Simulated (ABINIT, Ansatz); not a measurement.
# A GW chain in ABINIT: BeTe (F-43m), part 2 of 3

How does a plane-wave GW calculation on BeTe (F-43m) run from the first input to the gap?

ABINIT 10.8.3; PBE and many-body steps on it, plane waves. Known limits of the many-body steps: not at the basis limit; no spin-orbit coupling.

So far. Step 2 (Ground state): The gap is indirect, with the least direct gap 1.62 eV higher.

### Step 3. Bands along the symmetry lines

Level of this step: DFT, PBE, plane waves, norm-conserving pseudopotentials (ABINIT).

The cheap functional maps the bands first; the places of the edges decide which points the dearer methods must see.

run.abi reads:

```
acell 3*1.0 Angstrom
rprim 
  -0.000000000000 2.831458787600 2.831458787600
  2.831458787600 0.000000000000 2.831458787600
  2.831458787600 2.831458787600 0.000000000000
ntypat 2
znucl 4 52
natom 2
typat 1 2
xred 
  0.000000000000 0.000000000000 0.000000000000
  0.750000000000 0.750000000000 0.750000000000
pp_dirpath "pseudos"
pseudos "Be.upf, Te.upf"
ecut 49
iscf -2
irdden 1
kptopt 0
nkpt 50
kpt 
  0.00000000 0.00000000 0.00000000
  -0.06250000 -0.06250000 0.00000000
  -0.12500000 -0.12500000 0.00000000
  -0.18750000 -0.18750000 0.00000000
  -0.25000000 -0.25000000 0.00000000
  -0.31250000 -0.31250000 0.00000000
  -0.37500000 -0.37500000 0.00000000
  -0.43750000 -0.43750000 0.00000000
  -0.50000000 -0.50000000 0.00000000
  -0.48437500 -0.48437500 0.03125000
  -0.46875000 -0.46875000 0.06250000
  -0.45312500 -0.45312500 0.09375000
  -0.43750000 -0.43750000 0.12500000
  -0.42187500 -0.42187500 0.15625000
  -0.40625000 -0.40625000 0.18750000
  -0.39062500 -0.39062500 0.21875000
  -0.37500000 -0.37500000 0.25000000
  -0.37500000 0.00000000 0.37500000
  -0.32812500 0.00000000 0.32812500
  -0.28125000 0.00000000 0.28125000
  -0.23437500 0.00000000 0.23437500
  -0.18750000 0.00000000 0.18750000
  -0.14062500 0.00000000 0.14062500
  -0.09375000 0.00000000 0.09375000
  -0.04687500 0.00000000 0.04687500
  0.00000000 0.00000000 0.00000000
  0.00000000 0.00000000 0.06250000
  0.00000000 0.00000000 0.12500000
  0.00000000 0.00000000 0.18750000
  0.00000000 0.00000000 0.25000000
  0.00000000 0.00000000 0.31250000
  0.00000000 0.00000000 0.37500000
  0.00000000 0.00000000 0.43750000
  -0.00000000 -0.00000000 0.50000000
  -0.06250000 -0.03125000 0.46875000
  -0.12500000 -0.06250000 0.43750000
  -0.18750000 -0.09375000 0.40625000
  -0.25000000 -0.12500000 0.37500000
  -0.31250000 -0.15625000 0.34375000
  -0.37500000 -0.18750000 0.31250000
  -0.43750000 -0.21875000 0.28125000
  -0.50000000 -0.25000000 0.25000000
  -0.50000000 -0.28125000 0.21875000
  -0.50000000 -0.31250000 0.18750000
  -0.50000000 -0.34375000 0.15625000
  -0.50000000 -0.37500000 0.12500000
  -0.50000000 -0.40625000 0.09375000
  -0.50000000 -0.43750000 0.06250000
  -0.50000000 -0.46875000 0.03125000
  -0.50000000 -0.50000000 0.00000000
istwfk *1
nband 21
nbdbuf 2
tolwfr 1e-08
nstep 40
prtwf 0
prtvol 0
indata_prefix "in"
outdata_prefix "out"
tmpdata_prefix "tmp"
```

Launch:

```bash
$ OMP_NUM_THREADS=1 mpirun -n 8 abinit run.abi > log
```

Numbers of over 12 decimals in the logs are rounded to 6 here.

Log:

```text
.Version 10.8.3 of ABINIT. v10.8.2 released Aug 2026.

 Symmetries : space group F-4 3 m (#216); Bravais cF (face-center cubic)
[... echo of the input left out ...]
== DATASET  1 ==================================================================
-   mpi_nproc: 8, omp_nthreads: 1 (-1 if OMP is not activated)

--- !DatasetInfo
iteration_state: {dtset: 1, }
dimensions: {natom: 2, nkpt: 50, mband: 21, nsppol: 1, nspinor: 1, nspden: 1, mpw: 5044, }
cutoff_energies: {ecut:  49.0, pawecutdg:  -1.0, }
electrons: {nelect:   2.80000000E+01, charge:   0.00000000E+00, occopt:   1.00000000E+00, tsmear:   1.00000000E-02, }

 Real(R)+Recip(G) space primitive vectors, cartesian coordinates (Bohr,Bohr^-1):
 R(1)=  0.0000000  5.3506816  5.3506816  G(1)= -0.0934460  0.0934460  0.0934460
 R(2)=  5.3506816  0.0000000  5.3506816  G(2)=  0.0934460 -0.0934460  0.0934460
 R(3)=  5.3506816  5.3506816  0.0000000  G(3)=  0.0934460  0.0934460 -0.0934460
 Unit cell volume ucvol=  3.0637783E+02 bohr^3
 Angles (23,13,12)=  6.00000000E+01  6.00000000E+01  6.00000000E+01 degrees

 getcut: wavevector=  0.0000  0.0000  0.0000  ngfft=  48  48  48
         ecut(hartree)=     49.000   => boxcut(ratio)=   2.01305

--- Pseudopotential description ------------------------------------------------
- Be Generated using ONCVPSP code by D. R. Hamann
-  4.00000   4.00000  171031                  znucl, zion, pspdat
12 -101130 1 -1 1358                          pspcod,pspxc,lmax,lloc,mmax
     nproj     2     2     0     0
  pspatm : epsatm=    2.91734590
         --- l  ekb(1:nproj) -->
             0   -8.382943   -2.922558
             1   -3.167566   -0.761548
 pspatm: atomic psp has been read  and splines computed

- Te Generated using ONCVPSP code by D. R. Hamann
- 52.00000  24.00000  220131                  znucl, zion, pspdat
12 -101130 3 -1 1294                          pspcod,pspxc,lmax,lloc,mmax
     nproj     2     2     2     2
  pspatm : epsatm=   28.89495404
         --- l  ekb(1:nproj) -->
             0    9.158100   -0.350391
[...]
pspatm: atomic psp has been read  and splines computed

--------------------------------------------------------------------------------

================================================================================
 prteigrs : about to open file out_EIG
 Non-SCF case, kpt    1 (  0.00000  0.00000  0.00000), residuals and eigenvalues=
  6.63E-09  3.36E-09  4.33E-09  7.36E-09  1.92E-09  1.48E-09  1.60E-09  4.94E-09
  1.03E-09  2.28E-09  5.79E-09  3.31E-09  3.54E-09  9.94E-09  2.29E-09  4.58E-09
  6.72E-09  3.05E-09  1.67E-09  1.06E-07  2.06E-06
 -5.6331E+00 -3.7967E+00 -3.7967E+00 -3.7967E+00 -3.4828E+00 -1.1245E+00
 -1.1245E+00 -1.1245E+00 -1.1241E+00 -1.1241E+00 -2.4206E-01  2.0590E-01
  2.0590E-01  2.0590E-01  3.3981E-01  3.3981E-01  3.3981E-01  3.4220E-01
[...]
Non-SCF case, kpt    3 ( -0.12500 -0.12500  0.00000), residuals and eigenvalues=
[...]
7.02E-09  2.92E-09  2.85E-09  2.83E-09  1.60E-05
[...]
Non-SCF case, kpt   49 ( -0.50000 -0.46875  0.03125), residuals and eigenvalues=
[...]
Non-SCF case, kpt   50 ( -0.50000 -0.50000  0.00000), residuals and eigenvalues=
[...]
-1.1243E+00 -1.1243E+00 -1.1242E+00 -1.1240E+00 -1.7689E-01  2.1555E-02
  1.1117E-01  1.1117E-01  2.8040E-01  3.0548E-01  5.6033E-01  5.6033E-01
[...]
--- !ResultsGS
iteration_state: {dtset: 1, }
comment   : Summary of ground state results
lattice_vectors:
- [ -0.0000000,   5.3506816,   5.3506816, ]
- [  5.3506816,   0.0000000,   5.3506816, ]
- [  5.3506816,   5.3506816,   0.0000000, ]
lattice_lengths: [   7.56701,    7.56701,    7.56701, ]
lattice_angles: [ 60.000,  60.000,  60.000, ] # degrees, (23, 13, 12)
lattice_volume:   3.0637783E+02
convergence: {deltae:  0.000E+00, res2:  0.000E+00, residm:  9.997E-09, diffor:  0.000E+00, }
etotal    :  -2.94661690E+02
entropy   :   0.00000000E+00
fermie    :   2.05900995E-01
cartesian_stress_tensor: null
pressure_GPa: null
xred      :
- [  0.0000E+00,   0.0000E+00,   0.0000E+00, Be]
- [  7.5000E-01,   7.5000E-01,   7.5000E-01, Te]
cartesian_forces: null
force_length_stats: {min: null, max: null, mean: null, }

 Integrated electronic density in atomic spheres:
 ------------------------------------------------
 Atom  Sphere_radius  Integrated_density
[...]
================================================================================

 ----iterations are completed or convergence reached----

 Mean square residual over all n,k,spin=   49.938E-10; max=  99.965E-10
 reduced coordinates (array xred) for    2 atoms
       0.000000000000      0.000000000000      0.000000000000
       0.750000000000      0.750000000000      0.750000000000

 cartesian coordinates (angstrom) at end:
    1      0.000000     0.000000     0.000000
    2      4.247188     4.247188     4.247188
 length scales=  1.889726125908  1.889726125908  1.889726125908 bohr
              =  1.000000000000  1.000000000000  1.000000000000 angstroms
 prteigrs : about to open file out_EIG
 Eigenvalues (hartree) for nkpt=  50  k points:
 kpt#   1, nband= 21, wtk=  1.00000, kpt=  0.0000  0.0000  0.0000 (reduced coord)
[...]
kpt#   2, nband= 21, wtk=  1.00000, kpt= -0.0625 -0.0625  0.0000 (reduced coord)
[...]
kpt#   3, nband= 21, wtk=  1.00000, kpt= -0.1250 -0.1250  0.0000 (reduced coord)
[...]
kpt#  49, nband= 21, wtk=  1.00000, kpt= -0.5000 -0.4687  0.0313 (reduced coord)
[...]
0.55705    0.55735    0.62465    0.66939    0.70004
 kpt#  50, nband= 21, wtk=  1.00000, kpt= -0.5000 -0.5000  0.0000 (reduced coord)
  -5.63307   -3.79667   -3.79667   -3.79667   -3.48279   -1.12456   -1.12429   -1.12429
  -1.12415   -1.12400   -0.17689    0.02155    0.11117    0.11117    0.28040    0.30548
   0.56033    0.56033    0.62708    0.67738    0.70328

== END DATASET(S) ==============================================================
================================================================================

 -outvars: echo values of variables after computation  --------
            nband          21
             nkpt          50
          spgroup         216
 [... the other variables as echoed above ...]

 Calculation completed.
```

Wall time 20 s (8 MPI ranks of Arm Neoverse N1, shared host); peak memory 0.59 GiB; 2.6 min of CPU time.

Numbers from this step:

```
gap                        : 2.027 eV
k of the valence top       : 0, 0, 0
k of the conduction bottom : -0.5, -0.5, 0
least direct gap           : 3.644 eV
```

The gap is 2.027 eV, as in the run before at this level.

Electronic bands along the path, in eV, zero at the top of the highest filled band:

| point | band 11 | band 12 | band 13 | band 14 | band 15 | band 16 | band 17 | band 18 |
| --- | --- | --- | --- | --- | --- | --- | --- | --- |
| Γ | -12.19 | 0.00 | 0.00 | 0.00 | 3.64 | 3.64 | 3.64 | 3.71 |
| halfway | -11.47 | -2.86 | -1.63 | -1.63 | 2.65 | 4.41 | 6.43 | 6.43 |
| X | -10.42 | -5.02 | -2.58 | -2.58 | 2.03 | 2.71 | 9.64 | 9.64 |
| halfway | -10.41 | -4.92 | -3.06 | -2.47 | 2.35 | 3.37 | 9.05 | 9.11 |
| U | -10.44 | -4.67 | -3.78 | -2.17 | 2.75 | 5.28 | 7.86 | 8.13 |
| jump to K | -10.44 | -4.67 | -3.78 | -2.17 | 2.75 | 5.28 | 7.86 | 8.13 |
| halfway | -11.41 | -3.47 | -2.21 | -0.65 | 4.05 | 4.68 | 5.21 | 6.25 |
| Γ | -12.19 | 0.00 | 0.00 | 0.00 | 3.64 | 3.64 | 3.64 | 3.71 |
| halfway | -11.65 | -3.26 | -0.65 | -0.65 | 3.29 | 4.51 | 4.51 | 6.96 |
| L | -10.89 | -5.43 | -1.10 | -1.10 | 3.05 | 4.62 | 4.62 | 7.84 |
| halfway | -10.66 | -5.01 | -2.83 | -1.85 | 4.20 | 4.41 | 6.65 | 7.73 |
| W | -10.39 | -4.50 | -3.60 | -3.12 | 5.30 | 5.54 | 5.60 | 6.15 |
| halfway | -10.40 | -4.82 | -3.05 | -2.87 | 3.05 | 3.66 | 8.22 | 8.40 |
| X | -10.42 | -5.02 | -2.58 | -2.58 | 2.03 | 2.71 | 9.64 | 9.64 |

The electronic bands as a text plot (rows in eV, shown from -8.0 to 7.9 only):

```
    7.6 |    +  ++        ++                 +++++    ++
    6.9 |                  +++              +         +++   +
    6.3 |     ++            +++++++        +            ++++
    5.6 |    +            +   ++   ++                +    +
    4.9 |  +++           +      +++      ++  ++++++++  +++ ++
    4.3 | +++ ++                ++++++  +++++     ++++++    +
    3.6 |++     ++     ++   ++++   ++++++++++       ++       +
    2.9 |  +++++  +++++  +++                 +++++++         ++++
    2.3 |       +++++++++                                      ++
    1.6 |
    1.0 |
    0.3 |*                           ***
   -0.4 | ***                   ******  *****
   -1.0 |  ***                **   **    **  ********
   -1.7 |    ***           ***   ****               ***
   -2.4 |       ***********     ***        *         * **      **
   -3.0 |     **      ***     **            *         ** *******
   -3.7 |       **       *****  *                       *****
   -4.4 |         *       ******             **         *****
   -5.0 |          *******                     **   ****     ****
   -5.7 |                                        ***
   -6.3 |
   -7.0 |
   -7.7 |
         Γ           X  U|K            Γ         L        W     X
```

### Step 4. Empty states on the mesh, 6×6×6 mesh, 112 bands

The sums over transitions need many empty states on a uniform mesh; this step solves for them.

run.abi reads:

```
acell 3*1.0 Angstrom
rprim 
  -0.000000000000 2.831458787600 2.831458787600
  2.831458787600 0.000000000000 2.831458787600
  2.831458787600 2.831458787600 0.000000000000
ntypat 2
znucl 4 52
natom 2
typat 1 2
xred 
  0.000000000000 0.000000000000 0.000000000000
  0.750000000000 0.750000000000 0.750000000000
pp_dirpath "pseudos"
pseudos "Be.upf, Te.upf"
ecut 49
ngkpt 6 6 6
nshiftk 1
shiftk 0 0 0
kptopt 1
chksymbreak 0
iscf -2
irdden 1
istwfk *1
nband 112
nbdbuf 10
tolwfr 1e-09
nstep 60
prtvol 0
indata_prefix "in"
outdata_prefix "out"
tmpdata_prefix "tmp"
```

Log:

```text
.Version 10.8.3 of ABINIT. v10.8.2 released Aug 2026.

 Symmetries : space group F-4 3 m (#216); Bravais cF (face-center cubic)
[... echo of the input left out ...]
== DATASET  1 ==================================================================
-   mpi_nproc: 8, omp_nthreads: 1 (-1 if OMP is not activated)

--- !DatasetInfo
iteration_state: {dtset: 1, }
dimensions: {natom: 2, nkpt: 16, mband: 112, nsppol: 1, nspinor: 1, nspden: 1, mpw: 5040, }
cutoff_energies: {ecut:  49.0, pawecutdg:  -1.0, }
electrons: {nelect:   2.80000000E+01, charge:   0.00000000E+00, occopt:   1.00000000E+00, tsmear:   1.00000000E-02, }

 Real(R)+Recip(G) space primitive vectors, cartesian coordinates (Bohr,Bohr^-1):
 R(1)=  0.0000000  5.3506816  5.3506816  G(1)= -0.0934460  0.0934460  0.0934460
 R(2)=  5.3506816  0.0000000  5.3506816  G(2)=  0.0934460 -0.0934460  0.0934460
 R(3)=  5.3506816  5.3506816  0.0000000  G(3)=  0.0934460  0.0934460 -0.0934460
 Unit cell volume ucvol=  3.0637783E+02 bohr^3
 Angles (23,13,12)=  6.00000000E+01  6.00000000E+01  6.00000000E+01 degrees

 getcut: wavevector=  0.0000  0.0000  0.0000  ngfft=  48  48  48
         ecut(hartree)=     49.000   => boxcut(ratio)=   2.01305

--- Pseudopotential description ------------------------------------------------
- Be Generated using ONCVPSP code by D. R. Hamann
-  4.00000   4.00000  171031                  znucl, zion, pspdat
12 -101130 1 -1 1358                          pspcod,pspxc,lmax,lloc,mmax
     nproj     2     2     0     0
  pspatm : epsatm=    2.91734590
         --- l  ekb(1:nproj) -->
             0   -8.382943   -2.922558
             1   -3.167566   -0.761548
 pspatm: atomic psp has been read  and splines computed

- Te Generated using ONCVPSP code by D. R. Hamann
- 52.00000  24.00000  220131                  znucl, zion, pspdat
12 -101130 3 -1 1294                          pspcod,pspxc,lmax,lloc,mmax
     nproj     2     2     2     2
  pspatm : epsatm=   28.89495404
         --- l  ekb(1:nproj) -->
             0    9.158100   -0.350391
[...]
pspatm: atomic psp has been read  and splines computed

--------------------------------------------------------------------------------

================================================================================
 prteigrs : about to open file out_EIG
 Non-SCF case, kpt    1 (  0.00000  0.00000  0.00000), residuals and eigenvalues=
  5.43E-10  5.89E-10  2.78E-10  5.62E-10  1.07E-10  9.07E-11  7.67E-10  7.59E-10
  4.62E-10  6.78E-10  5.87E-10  7.42E-11  3.43E-10  8.79E-10  2.71E-10  3.87E-10
  7.49E-10  9.10E-10  3.85E-10  4.89E-10  5.58E-10  1.14E-10  1.81E-10  2.95E-10
[...]
-5.6331E+00 -3.7967E+00 -3.7967E+00 -3.7967E+00 -3.4828E+00 -1.1245E+00
 -1.1245E+00 -1.1245E+00 -1.1241E+00 -1.1241E+00 -2.4206E-01  2.0590E-01
  2.0590E-01  2.0590E-01  3.3981E-01  3.3981E-01  3.3981E-01  3.4220E-01
[...]
3.1455E+00  3.1455E+00  3.2309E+00  3.2309E+00  3.2309E+00  3.2561E+00
  3.2561E+00  3.2561E+00  3.2578E+00  3.2578E+00  3.2578E+00  3.3319E+00
  3.3450E+00  3.3452E+00  3.3618E+00  3.3762E+00
 prteigrs : prtvol=0 or 1, do not print more k-points.

--- !ResultsGS
iteration_state: {dtset: 1, }
comment   : Summary of ground state results
lattice_vectors:
- [ -0.0000000,   5.3506816,   5.3506816, ]
- [  5.3506816,   0.0000000,   5.3506816, ]
- [  5.3506816,   5.3506816,   0.0000000, ]
lattice_lengths: [   7.56701,    7.56701,    7.56701, ]
lattice_angles: [ 60.000,  60.000,  60.000, ] # degrees, (23, 13, 12)
lattice_volume:   3.0637783E+02
convergence: {deltae:  0.000E+00, res2:  0.000E+00, residm:  9.961E-10, diffor:  0.000E+00, }
etotal    :  -2.94661690E+02
entropy   :   0.00000000E+00
fermie    :   2.05900995E-01
cartesian_stress_tensor: null
pressure_GPa: null
xred      :
- [  0.0000E+00,   0.0000E+00,   0.0000E+00, Be]
- [  7.5000E-01,   7.5000E-01,   7.5000E-01, Te]
cartesian_forces: null
force_length_stats: {min: null, max: null, mean: null, }

 Integrated electronic density in atomic spheres:
 ------------------------------------------------
 Atom  Sphere_radius  Integrated_density
[...]
================================================================================

 ----iterations are completed or convergence reached----

 Mean square residual over all n,k,spin=   42.358E-11; max=  99.611E-11
 reduced coordinates (array xred) for    2 atoms
       0.000000000000      0.000000000000      0.000000000000
       0.750000000000      0.750000000000      0.750000000000

 cartesian coordinates (angstrom) at end:
    1      0.000000     0.000000     0.000000
    2      4.247188     4.247188     4.247188
 length scales=  1.889726125908  1.889726125908  1.889726125908 bohr
              =  1.000000000000  1.000000000000  1.000000000000 angstroms
 prteigrs : about to open file out_EIG
 Eigenvalues (hartree) for nkpt=  16  k points:
 kpt#   1, nband=112, wtk=  0.00463, kpt=  0.0000  0.0000  0.0000 (reduced coord)
[...]
3.14553    3.14553    3.23093    3.23093    3.23093    3.25613    3.25613    3.25613
   3.25775    3.25775    3.25775    3.33194    3.34496    3.34519    3.36183    3.37616
 prteigrs : prtvol=0 or 1, do not print more k-points.

== END DATASET(S) ==============================================================
================================================================================

 -outvars: echo values of variables after computation  --------
            nband         112
             nkpt          16
          spgroup         216
 [... the other variables as echoed above ...]

 Calculation completed.
```

Run time: 55 s. Hardware: 8 MPI ranks; peak memory 0.7 GiB.

This step gave:

```yaml
gap: 2.027 eV
k_of_the_valence_top: 0, 0, 0
k_of_the_conduction_bottom: 0.5, 0.5, 0
least_direct_gap: 3.644 eV
k_points_computed: 16
lowest_point_of_the_top_converged_band_above_the_valence_top: 76.7690 eV
```

On this mesh the gap is 2.027 eV.

### Step 5. Screening, 6×6×6 mesh, 102 bands, screening to 149.7 eV

The RPA dielectric matrix is built and inverted for each q.

This step: RPA screening on PBE, plane waves, norm-conserving pseudopotentials.

Edit run.abi of step 4 so:

```diff
@@ -20,10 +20,11 @@
 chksymbreak 0
-iscf -2
-irdden 1
 istwfk *1
-nband 112
-nbdbuf 10
-tolwfr 1e-09
-nstep 60
-prtvol 0
+occopt 1
+irdwfk 1
+optdriver 3
+nband 102
+ecuteps 5.5
+inclvkb 2
+awtr 1
+symchi 1
 indata_prefix "in"
```

Log:

```text
.Version 10.8.3 of ABINIT. v10.8.2 released Aug 2026.

 Symmetries : space group F-4 3 m (#216); Bravais cF (face-center cubic)
[... echo of the input left out ...]
== DATASET  1 ==================================================================
-   mpi_nproc: 8, omp_nthreads: 1 (-1 if OMP is not activated)

--- !DatasetInfo
iteration_state: {dtset: 1, }
dimensions: {natom: 2, nkpt: 16, mband: 102, nsppol: 1, nspinor: 1, nspden: 1, mpw: 5040, }
cutoff_energies: {ecut:  49.0, pawecutdg:  -1.0, }
electrons: {nelect:   2.80000000E+01, charge:   0.00000000E+00, occopt:   1.00000000E+00, tsmear:   1.00000000E-02, }

 SCREENING: Calculation of the susceptibility and dielectric matrices

 Based on a program developped by R.W. Godby, V. Olevano, G. Onida, and L. Reining.
 Incorporated in ABINIT by V. Olevano, G.-M. Rignanese, and M. Torrent.
.Using double precision arithmetic ; gwpc =  8

[... cell and pseudopotentials left out ...]
--------------------------------------------------------------------------------

 ==== K-mesh for the wavefunctions ====
 Number of points in the irreducible wedge :    16
[... list of points left out ...]
 Together with 24 symmetry operations and time-reversal symmetry
 yields   216 points in the full Brillouin Zone.

 ==== Q-mesh for the screening function ====
 Number of points in the irreducible wedge :    16
[... list of points left out ...]
 Together with 24 symmetry operations and time-reversal symmetry
 yields   216 points in the full Brillouin Zone.

 setmesh: FFT mesh size selected  =    32x   32x   32
          total number of points  =        32768

 vcoul_init : cutoff-mode = AUXILIARY_FUNCTION
 q-points for optical limit:   1
     1)      0.000010    0.000020    0.000030

- screening: taking advantage of time-reversal symmetry
- Maximum band index for partially occupied states nbvw = 14
- Remaining bands to be divided among processors   nbcw = 88
- Number of bands treated by each node ~11

 Number of electrons calculated from density =   28.0000; Expected =   28.0000
 average of density, n =  0.091390
 r_s =    1.3772
 omega_plasma =   29.1612 [eV]

 calculating chi0 at frequencies [eV] :
  1    0.000000E+00    0.000000E+00
  2    0.000000E+00    2.916124E+01

--------------------------------------------------------------------------------
  q-point number  1        q = ( 0.000000, 0.000000, 0.000000) [r.l.u.]
--------------------------------------------------------------------------------
[... chi0 elements left out ...]
 For q-point:  0.000010 0.000020 0.000030
  dielectric constant =   7.3330
  dielectric constant without local fields =   8.4828

  Average fulfillment of the sum rule on Im[epsilon] for q-point    1 :     64.98  [%]
[... wings left out ...]
  q-point number  2        q = ( 0.166667, 0.000000, 0.000000) [r.l.u.]
--------------------------------------------------------------------------------
[... chi0 elements left out ...]
  Average fulfillment of the sum rule on Im[epsilon] for q-point    2 :     77.63  [%]

 [... 14 further q-points ...]
```

The job ended after 3.7 min (8 MPI ranks; peak memory 2.7 GiB; 30 min of CPU time).

This step gave:

```
ε∞ with local fields, on this mesh, along the program's q direction : 7.333
the same without local fields                                       : 8.483
plasma frequency                                                    : 29.16 eV
plane waves in the screening matrix                                 : 169
```

Local fields lower ε∞ by 14 %.

[end of part 2 of 3]

[Paths, hosts, dates, memory and timing lines, banners, echoed tables and standing remarks are left out of the program output.]

[Logs are printed without paths, hosts, clocks, repeated set-up lines and the standing remarks that a program may print on its own settings, such as how far it seeks lower states.]

[Runs of the session that timed out or met a known fault of the program may be left out.]

[Hosts, paths, dates, database ids (printed as entryN), source tags and the programs' standing remarks are cut or masked in the printed files.]

[G0W0 gaps are taken among the corrected bands and points alone; a level outside them can change the order at an edge.]

[Where Ansatz stands beside ABINIT at settings called matched, ABINIT's density can come from a denser mesh and the files from another edition; pairs whose starting gaps differed by over 0.03 eV were left out, so agreement reads better than it is.]
